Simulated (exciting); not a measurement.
# AlCu3 (Fm-3m) in exciting: equation of state, part 2 of 2

exciting (release sodium). The steps go on from the part before.

## 7. Equation of state, PBEsol, 12.53 Å³/atom (volume scaled by 1.04)

Input file input.xml:

```xml
<input>
  <title>AlCu3</title>
  <structure speciespath="./" tshift="false">
    <crystal scale="1">
      <basevect>0.000000000000 5.529367914024 5.529367914024</basevect>
      <basevect>5.529367914024 0.000000000000 5.529367914024</basevect>
      <basevect>5.529367914024 5.529367914024 0.000000000000</basevect>
    </crystal>
    <species speciesfile="Cu.xml" rmt="2">
      <atom coord="0.750000000000 0.750000000000 0.750000000000"/>
      <atom coord="0.250000000000 0.250000000000 0.250000000000"/>
      <atom coord="0.500000000000 0.500000000000 0.500000000000"/>
    </species>
    <species speciesfile="Al.xml" rmt="2">
      <atom coord="0.000000000000 0.000000000000 0.000000000000"/>
    </species>
  </structure>
  <groundstate do="fromscratch" ngridk="8 8 8" rgkmax="9" gmaxvr="14" lmaxapw="10" lmaxmat="10" lmaxvr="8" xctype="GGA_PBE_SOL" stype="Fermi Dirac" swidth="0.00183747" nempty="26" ValenceRelativity="iora*" epsengy="1e-05" epspot="1e-05" maxscl="60" outputlevel="normal"/>
</input>
```

Potentials or basis: all-electron LAPW+lo, shipped species files, valence relativity iora*.

The run is started by

```sh
$ OMP_NUM_THREADS=1 exciting_smp
```

INFO.OUT:

```text
================================================================================
EXCITING SODIUM started
[... 10 lines left out ...]

 Lattice vectors (cartesian) :
      0.0000000000      5.5293679140      5.5293679140
      5.5293679140      0.0000000000      5.5293679140
      5.5293679140      5.5293679140      0.0000000000

 Reciprocal lattice vectors (cartesian) :
     -0.5681648793      0.5681648793      0.5681648793
      0.5681648793     -0.5681648793      0.5681648793
      0.5681648793      0.5681648793     -0.5681648793

 Unit cell volume                           :     338.1087887078
 Brillouin zone volume                      :       0.7336402416

 Species :    1 (Cu)
     parameters loaded from                 :    Cu.xml
     name                                   :    copper
     nuclear charge                         :     -29.00000000
     electronic charge                      :      29.00000000
     atomic mass                            :  115837.27170000
     muffin-tin radius                      :       2.00000000
     # of radial points in muffin-tin       :     350

     atomic positions (lattice) :
       1 :   0.75000000  0.75000000  0.75000000
       2 :   0.25000000  0.25000000  0.25000000
       3 :   0.50000000  0.50000000  0.50000000

 Species :    2 (Al)
     parameters loaded from                 :    Al.xml
     name                                   :    aluminium
     nuclear charge                         :     -13.00000000
     electronic charge                      :      13.00000000
     atomic mass                            :   49184.33493000
     muffin-tin radius                      :       2.00000000
     # of radial points in muffin-tin       :     300

     atomic positions (lattice) :
       1 :   0.00000000  0.00000000  0.00000000

 Total number of atoms per unit cell        :       4

 Spin treatment                             :    spin-unpolarised

 Number of Bravais lattice symmetries       :      48
 Number of crystal symmetries               :      48

 k-point grid                               :       8    8    8
 Total number of k-points                   :      29
 k-point set is reduced with crystal symmetries

 R^MT_min * |G+k|_max (rgkmax)              :       9.00000000
 Species with R^MT_min                      :       1 (Cu)
 Maximum |G+k| for APW functions            :       4.50000000
 Maximum |G| for potential and density      :      14.00000000

 G-vector grid sizes                        :      36    36    36
 Total number of G-vectors                  :   15593

 Maximum angular momentum used for
     APW functions                          :      10
     computing H and O matrix elements      :      10
     potential and density                  :       8
     inner part of muffin-tin               :       2

 Total nuclear charge                       :    -100.00000000
 Total electronic charge                    :     100.00000000
 Total core charge                          :      40.00000000
 Total valence charge                       :      60.00000000

 Number of empty states                     :      26
 Total number of valence states             :      57

 Maximum Hamiltonian size                   :     577
 Maximum number of plane-waves              :     534
 Total number of local-orbitals             :      43

 Exchange-correlation type                  :      22
[... 23 lines left out ...]
+ SCF iteration number :    1                                                  +
++++++++++++++++++++++++++++++++++++++++++++++++++++++++++++++++++++++++++++++++
 Total energy                               :     -5146.61226160
 _______________________________________________________________
 Fermi energy                               :         0.36142082
 Kinetic energy                             :      5314.70025348
 Coulomb energy                             :    -10247.02532083
 Exchange energy                            :      -208.93527415
 Correlation energy                         :        -5.35192009

 DOS at Fermi energy (states/Ha/cell)       :        36.84629970

 Electron charges :
     core                                   :        40.00000000
     core leakage                           :         0.00620433
     valence                                :        60.00000000
     interstitial                           :         8.39856215
     charge in muffin-tin spheres :
                  atom     1    Cu          :        26.84203695
                  atom     2    Cu          :        26.84203695
                  atom     3    Cu          :        26.82516927
                  atom     4    Al          :        11.09219469
     total charge in muffin-tins            :        91.60143785
     total charge                           :       100.00000000

++++++++++++++++++++++++++++++++++++++++++++++++++++++++++++++++++++++++++++++++
+ SCF iteration number :    2                                                  +
++++++++++++++++++++++++++++++++++++++++++++++++++++++++++++++++++++++++++++++++
 Total energy                               :     -5224.93214822
 _______________________________________________________________
 Fermi energy                               :         0.29585924
 Kinetic energy                             :      5280.12937577
 Coulomb energy                             :    -10287.08594173
 Exchange energy                            :      -212.59059362
 Correlation energy                         :        -5.38498864

 DOS at Fermi energy (states/Ha/cell)       :        20.14498577

 Electron charges :
     core                                   :        40.00000000
     core leakage                           :         0.00563509
     valence                                :        60.00000000
     interstitial                           :         6.66615420
     charge in muffin-tin spheres :
                  atom     1    Cu          :        27.50892795
                  atom     2    Cu          :        27.50892795
                  atom     3    Cu          :        27.50941519
                  atom     4    Al          :        10.80657470
     total charge in muffin-tins            :        93.33384580
     total charge                           :       100.00000000
[... 515 lines left out ...]
++++++++++++++++++++++++++++++++++++++++++++++++++++++++++++++++++++++++++++++++
+ SCF iteration number :   20                                                  +
++++++++++++++++++++++++++++++++++++++++++++++++++++++++++++++++++++++++++++++++
 Total energy                               :     -5203.45498284
 _______________________________________________________________
 Fermi energy                               :         0.30039201
 Kinetic energy                             :      5287.91383065
 Coulomb energy                             :    -10274.41302538
 Exchange energy                            :      -211.58045517
 Correlation energy                         :        -5.37533294

 DOS at Fermi energy (states/Ha/cell)       :         8.96197882

 Electron charges :
     core                                   :        40.00000000
     core leakage                           :         0.00574357
     valence                                :        60.00000000
     interstitial                           :         7.03604737
     charge in muffin-tin spheres :
                  atom     1    Cu          :        27.36697539
                  atom     2    Cu          :        27.36697539
                  atom     3    Cu          :        27.34529277
                  atom     4    Al          :        10.88470908
     total charge in muffin-tins            :        92.96395263
     total charge                           :       100.00000000

 RMS change in effective potential (target) :  0.934367E-09  ( 0.100000E-04)
 Absolute change in total energy   (target) :  0.146934E-05  ( 0.100000E-04)
 Charge distance                   (target) :  0.137961E-08  ( 0.100000E-04)

++++++++++++++++++++++++++++++++++++++++++++++++++++++++++++++++++++++++++++++++
| Convergency criteria checked for the last 2 iterations                       +
| Convergence targets achieved. Performing final SCF iteration                 +
++++++++++++++++++++++++++++++++++++++++++++++++++++++++++++++++++++++++++++++++
 Total energy                               :     -5203.45498274
 _______________________________________________________________
 Fermi energy                               :         0.30039201
 Kinetic energy                             :      5287.91383069
 Coulomb energy                             :    -10274.41302533
 Exchange energy                            :      -211.58045516
 Correlation energy                         :        -5.37533294

 DOS at Fermi energy (states/Ha/cell)       :         8.96197877

 Electron charges :
     core                                   :        40.00000000
     core leakage                           :         0.00574357
     valence                                :        60.00000000
     interstitial                           :         7.03604738
     charge in muffin-tin spheres :
                  atom     1    Cu          :        27.36697539
                  atom     2    Cu          :        27.36697539
                  atom     3    Cu          :        27.34529277
                  atom     4    Al          :        10.88470909
     total charge in muffin-tins            :        92.96395262
     total charge                           :       100.00000000

++++++++++++++++++++++++++++++++++++++++++++++++++++++++++++++++++++++++++++++++
[... 12 lines left out ...]
| EXCITING SODIUM stopped                                                      =
================================================================================
```

Wall time 3.7 min (1 thread of Intel Xeon 6975P-C (Granite Rapids), shared host); peak memory 0.19 GiB.

What came out:

```yaml
Free_energy: -141593.2270 eV
Band_gap_on_the_k_mesh: none (metal or under the smearing width)
All_electrons_inside_the_program's_atomic_spheres: Cu 27.37, 27.35; Al 10.88 (radii Cu 2.0, Al 2.0 bohr)
```

Caveat: the log's total energy holds no entropy term; the free energy is that total less TS from the occupations.

## 8. Equation of state, PBEsol, 12.77 Å³/atom (volume scaled by 1.06)

Changes to input.xml since step 7:

```diff
@@ -4,5 +4,5 @@
     <crystal scale="1">
-      <basevect>0.000000000000 5.529367914024 5.529367914024</basevect>
-      <basevect>5.529367914024 0.000000000000 5.529367914024</basevect>
-      <basevect>5.529367914024 5.529367914024 0.000000000000</basevect>
+      <basevect>0.000000000000 5.564587767631 5.564587767631</basevect>
+      <basevect>5.564587767631 0.000000000000 5.564587767631</basevect>
+      <basevect>5.564587767631 5.564587767631 0.000000000000</basevect>
     </crystal>
```

The run is started by

```sh
$ OMP_NUM_THREADS=1 exciting_smp
```

Run time: 3.5 min. Hardware: 1 thread of Intel Xeon 6975P-C (Granite Rapids), shared host; peak memory 0.2 GiB.

Results (log left out):

```
Free energy                                       : -141593.1828 eV
Band gap on the k mesh                            : none (metal or under the smearing width)
All electrons inside the program's atomic spheres : Cu 27.36, 27.33; Al 10.87 (radii Cu 2.0, Al 2.0 bohr)
```

Caveat: the log's total energy holds no entropy term; the free energy is that total less TS from the occupations.

## 9. Equation of state, PBEsol

Potentials or basis: all-electron LAPW+lo, shipped species files, valence relativity iora*.

No new run: the results of the series are fitted here.

What came out:

```
Equilibrium volume                      : 11.99 Å³/atom
Bulk modulus                            : 152 GPa
Pressure derivative of the bulk modulus : 3.9 (rough: it moves with the points fitted)
```

Energy against volume, from the lowest point:
| volume (Å³/atom) | energy (meV/atom) |
| --- | --- |
| 11.321 | 19.53 |
| 11.562 | 7.49 |
| 11.803 | 1.40 |
| 12.044 | 0.00 |
| 12.285 | 3.07 |
| 12.526 | 10.22 |
| 12.767 | 21.28 |
